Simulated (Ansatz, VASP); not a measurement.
## Cross-check of GaAs between VASP and Ansatz

Wanted: the spread between two codes on one cell, functional and k mesh. The cell is taken from a series of VASP runs on this material, whose earlier steps may have relaxed, scaled or displaced it; both programs get it as it stands.

Main program and level: Ansatz 0.2.0; plane waves, with VASP 6.6.1 beside it; zone-centre phonons at PBE.

## (1) Set-up

The structure is cubic, space group F-43m (No. 216). The conventional cell has a = 5.745 Å, b = 5.745 Å, c = 5.745 Å, α = 90.00°, β = 90.00°, γ = 90.00°. Ga has 4 As at 2.49 Å nearest. As has 4 Ga at 2.49 Å nearest. Farther neighbours are not listed.

## (2) VASP: zone-centre phonons, PBE

Second derivatives magnify differences that forces hide, and they need a tight electronic threshold.

Lines of VASP's logs that name or quote its potential files are left out, and so is its time.

The input, INCAR:

```
SYSTEM = GaAs
PREC = Accurate
ENCUT = 400
EDIFF = 1E-08
NELM = 100
ISMEAR = 1
SIGMA = 0.2
LREAL = .FALSE.
ALGO = Normal
GGA = PE
NBANDS = 15
LORBIT = 11
LWAVE = .FALSE.
LCHARG = .FALSE.
KPAR = 2
IBRION = 8
ISIF = 2
```

The input, POSCAR:

```
GaAs
1.0
    0.0000000000      2.8722583366      2.8722583366
    2.8722583366      0.0000000000      2.8722583366
    2.8722583366      2.8722583366      0.0000000000
Ga As
1 1
Direct
    0.0000000000      0.0000000000      0.0000000000
    0.2500000000      0.2500000000      0.2500000000
```

The input, KPOINTS:

```
Automatic mesh
0
Gamma
12 12 12
0 0 0
```

Potentials, in the order of the species: Ga_d and As (PBE family, release 64).

Command:

```console
mpirun -np 2 vasp_std
```

Numbers of over 12 decimals in the logs are rounded to 6 here.

The log of the run:

```text
[banner, memory and clock lines left out]
running    2 mpi-ranks, on    1 nodes
 distrk:  each k-point on    1 cores,    2 groups
 distr:  one band on    1 cores,    1 groups

 POSCAR found type information on POSCAR GaAs
 POSCAR found :  2 types and       2 ions
 LDA part: xc-table for (Slater+PW92), standard interpolation
 POSCAR, INCAR and KPOINTS ok, starting setup
 FFT: planning ... GRIDC
 FFT: planning ... GRID_SOFT
 FFT: planning ... GRID
 WAVECAR not read
 entering main loop
       N       E                     dE             d eps       ncg     rms          rms(c)
DAV:   1     0.746251200339E+02    0.74625E+02   -0.79719E+03  2198   0.140E+03
DAV:   2    -0.266667230088E+01   -0.77292E+02   -0.74222E+02  2454   0.281E+02
DAV:   3    -0.833840392532E+01   -0.56717E+01   -0.56517E+01  2601   0.639E+01
DAV:   4    -0.842324943562E+01   -0.84846E-01   -0.84829E-01  2605   0.880E+00
DAV:   5    -0.842448007052E+01   -0.12306E-02   -0.12306E-02  2751   0.924E-01    0.276E+00
DAV:   6    -0.828715476484E+01    0.13733E+00   -0.22240E-01  3309   0.789E+00    0.165E+00
DAV:   7    -0.827069008768E+01    0.16465E-01   -0.58565E-02  2742   0.175E+00    0.557E-01
DAV:   8    -0.827155465319E+01   -0.86457E-03   -0.97565E-03  2636   0.118E+00    0.913E-02
DAV:   9    -0.827194113401E+01   -0.38648E-03   -0.94827E-04  2622   0.399E-01    0.532E-02
DAV:  10    -0.827200747733E+01   -0.66343E-04   -0.67425E-05  2753   0.789E-02    0.290E-02
DAV:  11    -0.827206111405E+01   -0.53637E-04   -0.79229E-05  2433   0.681E-02    0.365E-03
DAV:  12    -0.827206147085E+01   -0.35680E-06   -0.12782E-06  2741   0.152E-02    0.147E-03
DAV:  13    -0.827206188062E+01   -0.40978E-06   -0.54138E-07  2615   0.532E-03    0.604E-04
DAV:  14    -0.827206187427E+01    0.63583E-08   -0.10652E-08  2159   0.121E-03
   1 F= -.82720619E+01 E0= -.82721925E+01  d E =0.391920E-03
 Linear response reoptimize wavefunctions to high precision
DAV:   1    -0.827206190533E+01   -0.31064E-07   -0.41109E-09  2589   0.542E-04
DAV:   2    -0.827206190534E+01   -0.14097E-10   -0.95382E-11  1794   0.749E-05
 Linear response DOF=           2
 Linear response progress:
  Degree of freedom:   1/  2
       N       E                     dE             d eps       ncg     rms          rms(c)
RMM:   1    -0.164425020369E+00   -0.16443E+00    0.65561E-02 10636   0.789E+00
RMM:   2    -0.163268412345E+00    0.11566E-02   -0.25016E-02 15989   0.131E+00    0.421E-02
RMM:   3    -0.163417671484E+00   -0.14926E-03   -0.32352E-03 16750   0.390E-01    0.267E-02
RMM:   4    -0.163222805889E+00    0.19487E-03   -0.16974E-03 17657   0.171E-01    0.832E-03
RMM:   5    -0.163182618174E+00    0.40188E-04   -0.72764E-05 17569   0.427E-02    0.377E-03
RMM:   6    -0.163181296906E+00    0.13213E-05   -0.20304E-05 16960   0.164E-02    0.495E-04
RMM:   7    -0.163178406514E+00    0.28904E-05    0.37070E-06 17397   0.679E-03    0.288E-04
RMM:   8    -0.163180601085E+00   -0.21946E-05    0.27875E-06 16629   0.290E-03    0.583E-05
RMM:   9    -0.163181200640E+00   -0.59956E-06   -0.35602E-07 17528   0.127E-03    0.240E-05
RMM:  10    -0.163181330338E+00   -0.12970E-06    0.70639E-07 17276   0.588E-04    0.857E-06
RMM:  11    -0.163181322755E+00    0.75829E-08    0.31569E-07 16780   0.278E-04    0.261E-06
RMM:  12    -0.163181322110E+00    0.64480E-09    0.37744E-07 17565   0.136E-04    0.315E-06
RMM:  13    -0.163181393262E+00   -0.71152E-07    0.58663E-08 17363   0.710E-05    0.123E-06
RMM:  14    -0.163181391865E+00    0.13966E-08    0.13119E-07 17812   0.395E-05    0.477E-07
RMM:  15    -0.163181402434E+00   -0.10569E-07    0.34082E-08 15221   0.245E-05    0.252E-07
RMM:  16    -0.163181405494E+00   -0.30604E-08    0.37206E-08 14461   0.176E-05    0.479E-08
 first order change of Fermi-energy  -0.24329E-04
 force on displaced ion       1 direction 1 :  -8.446  -0.000  -0.000
 Linear response progress:
  Degree of freedom:   2/  2
       N       E                     dE             d eps       ncg     rms          rms(c)
RMM:   1    -0.442117561943E-01   -0.44212E-01    0.63940E-02 18404   0.142E+00
RMM:   2    -0.434906960207E-01    0.72106E-03   -0.37622E-03 15003   0.354E-01    0.777E-02
RMM:   3    -0.434844785095E-01    0.62175E-05   -0.27188E-04 16976   0.112E-01    0.441E-02
RMM:   4    -0.437088844243E-01   -0.22441E-03   -0.33987E-05 16604   0.518E-02    0.423E-03
RMM:   5    -0.437195783669E-01   -0.10694E-04   -0.18098E-06 17262   0.151E-02    0.234E-03
RMM:   6    -0.437087824607E-01    0.10796E-04   -0.82924E-07 16449   0.500E-03    0.524E-04
RMM:   7    -0.437082302918E-01    0.55217E-06   -0.16697E-07 17100   0.173E-03    0.181E-04
RMM:   8    -0.437079634939E-01    0.26680E-06   -0.36812E-08 16387   0.737E-04    0.509E-05
RMM:   9    -0.437079519110E-01    0.11583E-07    0.98584E-09 16483   0.271E-04    0.914E-06
RMM:  10    -0.437079045501E-01    0.47361E-07   -0.14218E-10 17055   0.995E-05    0.355E-06
RMM:  11    -0.437079132182E-01   -0.86681E-08   -0.15593E-09 16914   0.423E-05    0.119E-06
 first order change of Fermi-energy   0.29626E-03
 force on displaced ion       2 direction 1 :  -8.368  -0.000  -0.000
 Linear response finished
```

From OUTCAR (step 2):

```text
ion  position               nearest neighbor table
   1  0.000  0.000  0.000-   2 2.49   2 2.49   2 2.49   2 2.49
   2  0.250  0.250  0.250-   1 2.49   1 2.49   1 2.49   1 2.49

  LATTYP: Found a face centered cubic cell.
 ALAT       =     5.7445166732

 Subroutine GETGRP returns: Found 24 space group operations
 (whereof 24 operations were pure point group operations)

The static configuration has the point symmetry T_d .

 Found     72 irreducible k-points:

   k-points           NKPTS =     72   k-points in BZ     NKDIM =     72   number of bands    NBANDS=     15

   dimension x,y,z NGX =    28 NGY =   28 NGZ =   28
   dimension x,y,z NGXF=    56 NGYF=   56 NGZF=   56

   ENCUT  =  400.0 eV  29.40 Ry    5.42 a.u.   6.62  6.62  6.62*2*pi/ulx,y,z

   NELECT =      18.0000    total number of electrons

 k-points in reciprocal lattice and weights: Automatic mesh
   0.00000000  0.00000000  0.00000000       0.001
   0.08333333  0.00000000  0.00000000       0.005
   0.16666667  0.00000000  0.00000000       0.005
   0.25000000  0.00000000  0.00000000       0.005
   0.33333333  0.00000000  0.00000000       0.005
   0.41666667  0.00000000  0.00000000       0.005
   0.50000000  0.00000000  0.00000000       0.002
   0.08333333  0.08333333  0.00000000       0.003
   0.16666667  0.08333333  0.00000000       0.014
[...]
-0.33333333  0.50000000  0.16666667       0.007
  -0.25000000  0.50000000  0.25000000       0.003

 average (electrostatic) potential at core
       1 -66.7677       2 -50.7320

  Total        0.0084928      0.0084928      0.0084928      0.0000000      0.0000000      0.0000000
  in kB        0.2871179      0.2871179      0.2871179      0.0000000      0.0000000      0.0000000
  external PRESSURE =       0.2871179 kB  Pullay stress =       0.0000000 kB

  energy-cutoff  :      400.00
  volume of cell :       47.39
      direct lattice vectors                 reciprocal lattice vectors
     0.000000000  2.872258337  2.872258337    -0.174079049  0.174079049  0.174079049
     2.872258337  0.000000000  2.872258337     0.174079049 -0.174079049  0.174079049
     2.872258337  2.872258337  0.000000000     0.174079049  0.174079049 -0.174079049

 POSITION                                       TOTAL-FORCE (eV/Angst)
 -----------------------------------------------------------------------------------
      0.00000      0.00000      0.00000        -0.000000     -0.000000     -0.000000
      1.43613      1.43613      1.43613         0.000000      0.000000      0.000000
 -----------------------------------------------------------------------------------
    total drift:                                0.000003      0.000003      0.000003

 Eigenvectors and eigenvalues of the dynamical matrix
 ----------------------------------------------------

   1 f  =    7.543481 THz    47.397087 2PiTHz  251.623432 cm-1    31.197315 meV
             X         Y         Z           dx          dy          dz
      0.000000  0.000000  0.000000     0.000000    0.721319    0.000000
      1.436129  1.436129  1.436129     0.000000   -0.692603    0.000000

   2 f  =    7.543481 THz    47.397087 2PiTHz  251.623432 cm-1    31.197315 meV
             X         Y         Z           dx          dy          dz
      0.000000  0.000000  0.000000     0.721319    0.000000    0.000000
      1.436129  1.436129  1.436129    -0.692603    0.000000    0.000000

   3 f  =    7.543481 THz    47.397087 2PiTHz  251.623432 cm-1    31.197315 meV
             X         Y         Z           dx          dy          dz
      0.000000  0.000000  0.000000     0.000000    0.000000    0.721319
      1.436129  1.436129  1.436129     0.000000    0.000000   -0.692603

   4 f/i=    0.017582 THz     0.110469 2PiTHz    0.586463 cm-1     0.072712 meV
             X         Y         Z           dx          dy          dz
      0.000000  0.000000  0.000000    -0.692603    0.000000    0.000000
      1.436129  1.436129  1.436129    -0.721319    0.000000    0.000000

   5 f/i=    0.017582 THz     0.110469 2PiTHz    0.586463 cm-1     0.072712 meV
             X         Y         Z           dx          dy          dz
      0.000000  0.000000  0.000000     0.000000   -0.692603    0.000000
      1.436129  1.436129  1.436129     0.000000   -0.721319    0.000000

   6 f/i=    0.017582 THz     0.110469 2PiTHz    0.586463 cm-1     0.072712 meV
             X         Y         Z           dx          dy          dz
      0.000000  0.000000  0.000000     0.000000    0.000000   -0.692603
      1.436129  1.436129  1.436129     0.000000    0.000000   -0.721319

 ELASTIC MODULI CONTR FROM IONIC RELAXATION (kBar)
 Direction    XX          YY          ZZ          XY          YZ          ZX
 --------------------------------------------------------------------------------
 XX          -0.0000      0.0000      0.0000      0.0000     -0.0000     -0.0000
 YY           0.0000     -0.0000      0.0000      0.0000      0.0000      0.0000
 ZZ           0.0000      0.0000     -0.0000     -0.0000      0.0000     -0.0000
 XY           0.0000      0.0000     -0.0000   -150.7488      0.0000      0.0000
 YZ          -0.0000      0.0000      0.0000      0.0000   -150.7488      0.0000
 ZX          -0.0000      0.0000     -0.0000      0.0000      0.0000   -150.7488
 --------------------------------------------------------------------------------
```

The gap is under twice the smearing width, so the edge states are partly filled and the run can't tell a small gap from a semimetal. Methfessel-Paxton smearing is not meant for a cell with a gap.

## (3) Ansatz: zone-centre phonons, PBE

Ansatz runs on its default PAW (the set named soft_2) files.

The same cell, functional, mesh and smearing now go to Ansatz, which takes its cutoff from its data sets.

The input, input.yaml:

```yaml
crystal:
  lattice:
    - [0.0, 2.8722583366, 2.8722583366]
    - [2.8722583366, 0.0, 2.8722583366]
    - [2.8722583366, 2.8722583366, 0.0]
  atoms:
    - { symbol: Ga, position: [0.0, 0.0, 0.0] }
    - { symbol: As, position: [0.25, 0.25, 0.25] }
hamiltonian:
  xc: pbe
  pseudopotentials: { kind: paw }
kpoints:
  mp_grid: { grid: [12, 12, 12] }
scf:
  occupations: { method: methfessel_paxton, width: 0.2 }
phonons:
  method: dfpt
  qpoints: [[0, 0, 0]]
```

Command:

```console
ansatz run input.yaml --threads 4 --pin off --max-ram 9216MiB --backend cpu --events-out ev --progress --plain --runs-dir out
```

The log of the run:

```text
zone centre: on kpoints.mp_grid the ground state, and the responses unless they are solved on pairs of k-points, stand on 163 of the mesh's 1728 k-points, reduced under 8 symmetry operations, with k and −k counted as one. Each operation leaves every solved displacement unchanged or reverses it
Engine: ansatz 0.2.0, aarch64-unknown-linux-gnu
Pseudopotentials: kind: paw
Pseudopotential: Ga, paw, valence charge 13, recommended cutoff 420 eV (normal), Ga.paw.azcp
Pseudopotential: As, paw, valence charge 15, recommended cutoff 420 eV (normal), As.paw.azcp
Functional definition: PBE
  parameter kappa = 0.804
  parameter beta = 0.066725
  exchange = pbe_x(kappa = kappa, mu = beta*pi^2/3)
  correlation = pbe_c(beta = beta)
Crystal: 2 atoms, lattice volume = 47.392 Å³
Basis set: ecut = 420 eV, 941 PW (Γ), exchange–correlation on 60×60×60 points (8 copies of the dense FFT grid, shifted against one another)
Bands: 18, of which v1, the nominal top of the filled ones, is band 14 counted from 1 (13 counted from 0)
Symmetry: 24 space group operations
k-points: 163 of 1728 (irreducible under 8 space group operations, time reversal used)
Non-local potential: Ga, projectors of the file, l = 0: 2, l = 1: 2, l = 2: 3, l = 3: 1
Non-local potential: As, projectors of the file, l = 0: 2, l = 1: 2, l = 2: 3, l = 3: 1
PAW form: soft (Blöchl's): semilocal exchange-correlation on the pseudo side does not see the compensation charge
PAW one-centre angular grid: Ga, 590 points (default); XC on 64 Gauss nodes
PAW one-centre angular grid: As, 590 points (default); XC on 64 Gauss nodes
Initial density: superposition of atomic densities (neutral atoms: chi_scale 0, normalization atom), corrected by the library's trained network
Initial wavefunctions: pseudopotential atomic-orbital guess
Functional: x = pbe(κ = 0.804, μ = 0.219515), c = pbe(β = 0.066725)
SCF iter   1: F=—  HF=-8639.861438 eV  |F-HF|=—  |Δ(HF+E_count)|=         —  Δρ=1.94e-3  dr2=3.12e-3  ethr=1.77e-3  ⟨swp⟩=5.0  Hψ=12584  notcnv=0
preconditioner: auto → none  [insulator: Δε(μ)=0.154 eV  Ē_g=15.264 eV  σ=0.200 eV  W_gap=0.60  n_scr=14 (ndim 8)  ℏωp=22.9 eV  f_vac=0.103  D(μ)=0.04/eV (n_scr^D=0)  ε∞_Penn≈3.2]
SCF iter   2: F=—  HF=-8639.860460 eV  |F-HF|=—  |Δ(HF+E_count)|=   9.78e-4  S|Δr|=    0.00e0  Δρ=8.67e-4  dr2=3.51e-4  ethr=1.12e-5  ⟨swp⟩=2.0  Hψ=5705  notcnv=0
SCF iter   3: F=—  HF=-8639.860401 eV  |F-HF|=—  |Δ(HF+E_count)|=   5.86e-5  S|Δr|=    0.00e0  Δρ=2.92e-4  dr2=4.96e-5  ethr=1.25e-6  ⟨swp⟩=2.0  Hψ=4402  notcnv=0
SCF iter   4: F=—  HF=-8639.860419 eV  |F-HF|=—  |Δ(HF+E_count)|=   1.78e-5  S|Δr|=    0.00e0  Δρ=1.12e-4  dr2=5.87e-6  ethr=1.77e-7  ⟨swp⟩=2.0  Hψ=4401  notcnv=0
SCF iter   5: F=—  HF=-8639.860431 eV  |F-HF|=—  |Δ(HF+E_count)|=   1.22e-5  S|Δr|=    0.00e0  Δρ=2.03e-5  dr2=1.21e-7  ethr=2.10e-8  ⟨swp⟩=2.0  Hψ=4402  notcnv=0
SCF iter   6: F=—  HF=-8639.860428 eV  |F-HF|=—  |Δ(HF+E_count)|=   2.63e-6  S|Δr|=    0.00e0  Δρ=5.25e-6  dr2=1.38e-8  ethr=4.32e-10  ⟨swp⟩=2.0  Hψ=5217  notcnv=0
SCF iter   7: F=—  HF=-8639.860428 eV  |F-HF|=—  |Δ(HF+E_count)|=   1.14e-8  S|Δr|=    0.00e0  Δρ=1.01e-6  dr2=2.73e-10  ethr=4.92e-11  ⟨swp⟩=2.0  Hψ=5217  notcnv=0
SCF iter   8: F=—  HF=-8639.860428 eV  |F-HF|=—  |Δ(HF+E_count)|=  8.62e-10  S|Δr|=    0.00e0  Δρ=2.78e-7  dr2=1.63e-11  ethr=1.00e-12  ⟨swp⟩=2.0  Hψ=4402  notcnv=0
SCF iter   9: F=-8639.860428 eV  HF=-8639.860428 eV  |F-HF|=1.82e-12  |Δ(HF+E_count)|=  9.09e-12  S|Δr|=    0.00e0  Δρ=4.39e-8  dr2=4.06e-13  ethr=1.00e-12  ⟨swp⟩=5.0  Hψ=11711  notcnv=0
SCF 1 converged in 9 iterations: F = -8639.860428 eV  dr2 = 4.06e-13
  greatest PAW one-centre occupation: 0.999 electrons in one spin orbital (limit 2), on the As atom at site 1 (counted from 0), in its partial waves of l = 2
DFPT response loops at Γ: preconditioner auto → Kerker (q_TF=auto, 2.499 Å⁻¹) (partly filled bands, converged f_vac=0.094); β = 1.00, the filter's whole step (`scf.mixing.beta` (0.50) is not read by the response loops under this deck's `scf.mixing.preconditioner`; to damp them name `kerker` or `kerker_dos`, under which they read `scf.mixing.beta`, and type it under 1.00, their step now; both keys bind the ground state too); Broyden in place of MSR1
SCF converged after 9 iterations
Stability not checked: this state was not tested for a lower state beside it, because cold or Methfessel-Paxton smearing, or corrected tetrahedra, fill the levels in a way that the test cannot read (fill_not_monotonic; see scf.lower_state_search)
Free energy (F): -8639.860428 eV
Harris-Foulkes:  -8639.860428 eV  (|F-HF|=1.82e-12)
Internal energy: -8639.860822 eV  (E = F + TS)
E sigma→0 (E₀):  -8639.860527 eV
Entropy (-TS):   0.000394 eV (0.197 meV/atom)
Fermi energy:    7.611222 eV
Step filling:    the computed levels leave a gap of 0.1640 eV = 0.8 smearing widths at the electron count; against every level under it full and every level over it empty, smearing changes F+E_penalty+E_count by +0.209 meV and its σ→0 estimate by +0.111 meV
--- Per-component energies (eV) ---
  E_band       = -327.297090
  E_kinetic    = 218.193197
  E_local      = -3984.699404  (includes V_loc(G=0)·N_el)
  E_nonlocal   = -245.778494
  E_hartree    = 2000.731507
  E_xc         = -147.842051
  E_vxc        = -136.639764  (∫ρ·V_xc dr)
  E_paw        = -3824.402625  (= ΣΔE_a)
  E_vpaw       = -179.835515  (= ΣTr[D̂ρ^β])
  E_aug_tail   = -0.000109  (compensation charges beyond the density's cutoff)
  E_ewald      = -2656.062843
  E_smearing   = 0.000394  (= −TS)
  E_closure    = -0.000000  (closes the sum)
  Σ components = -8639.860428   (vs F -8639.860428, Δ=0.00e0)
--- Band table (eV; the first three rows and the last of 163) ---
  k-point 0: bands = [... 10 lower, -4.8473, 7.5474, 7.5474, 7.5474, 7.7115, 11.2737, 11.2737, 11.2737]
  k-point 1: bands = [... 10 lower, -4.7710, 6.2672, 7.4428, 7.4428, 8.6598, 11.3993, 11.4317, 11.4317]
  k-point 2: bands = [... 10 lower, -4.5491, 4.8471, 7.1947, 7.1947, 8.9878, 11.7896, 11.7896, 12.0887]
  k-point 162: bands = [... 10 lower, -2.5051, 1.1222, 4.2366, 4.4282, 11.9468, 12.2459, 12.8104, 13.5755]
--- Phonons (Γ-DFPT): 2 representative perturbations + reference, on 163 of 1728 k-points (Σ response iterations 6) ---
  k mesh reduced under 8 symmetry operations, with k and −k counted as one. Each operation leaves every solved displacement unchanged or reverses it
  ASR residual: 7.341e-6 → 0.000e0 eV/Å²; symmetrization residual: 1.317e-5 eV/Å²
  ASR residual per site (eV/Å²): 7.34e-6 2.85e-6
  Γ frequencies (cm⁻¹): 0.00 0.00 0.00 249.43 249.43 249.43
  non-analytic LO–TO correction: not included (Born effective charges unavailable; polar crystals: no LO–TO splitting at Γ)
--- Phonons (arbitrary-q DFPT): 1 explicit q-point ---
  q = [0, 0, 0] (of the zone-centre solve; hermiticity 3.19e-6, symmetrization 1.46e-13): -0.00 -0.00 0.00 249.43 249.43 249.43
  sum rule: each row above includes the acoustic sum rule's correction from the zone centre's row sums; it moved no ω² by more than (0.17 cm⁻¹)²
```

Elapsed: 17 s, on 4 threads of Arm Neoverse V1, shared host; peak memory 0.71 GiB.

In the SCF lines HF is the Harris–Foulkes energy and dr2 the Hartree energy of the density residual, in eV; the loop may stop once dr2 is under the threshold and the program's other checks hold. Hψ counts applications of the Hamiltonian.

## (4) Comparison

Known differences besides the potentials themselves: the data sets hold 28 valence electrons in Ansatz (default PAW (the set named soft_2) files) and 18 in VASP; the cutoff is 420 eV in Ansatz and 400 eV in VASP; VASP leaves aspherical gradient terms in its spheres out (LASPH is not set), Ansatz keeps them. Total energies have different zeros and are not compared.

Compared:

| quantity | Ansatz | VASP | difference |
| --- | --- | --- | --- |
| optical mode 1 to 3 (cm⁻¹) | 249.4 | 251.6 | -0.87 % |

Modes are paired by rising frequency and degeneracy, not by their patterns, so a pair may still set unlike modes beside each other.

## (5) Outcome

```yaml
r_m_s_difference_of_the_optical_zone_centre_modes_each_program_s_sorted_by_frequency_zone_centre_phonons_pbe: 2.2 cm⁻¹
difference_in_optical_mode_1_to_3_zone_centre_phonons_pbe: -0.9 %
```

What this shows: The r.m.s. difference of the optical zone-centre modes, each program's sorted by frequency is 2.2 cm⁻¹ (zone-centre phonons, PBE). Among the rows given in per cent, the largest difference of the zone-centre phonons, PBE pair is in optical mode 1 to 3, -0.9 %. 1 further run of this series is not shown here. How closely two codes agree says nothing of how well the functional describes the real material.

[Lines on the potential files, build, host, timing and source positions are cut from VASP's logs without a mark.]

[Logs are printed without paths, hosts, clocks, repeated set-up lines and the standing remarks that a program may print on its own settings, such as how far it seeks lower states.]

[Hosts, paths, dates, database ids (printed as entryN), source tags and the programs' standing remarks are cut or masked in the printed files.]
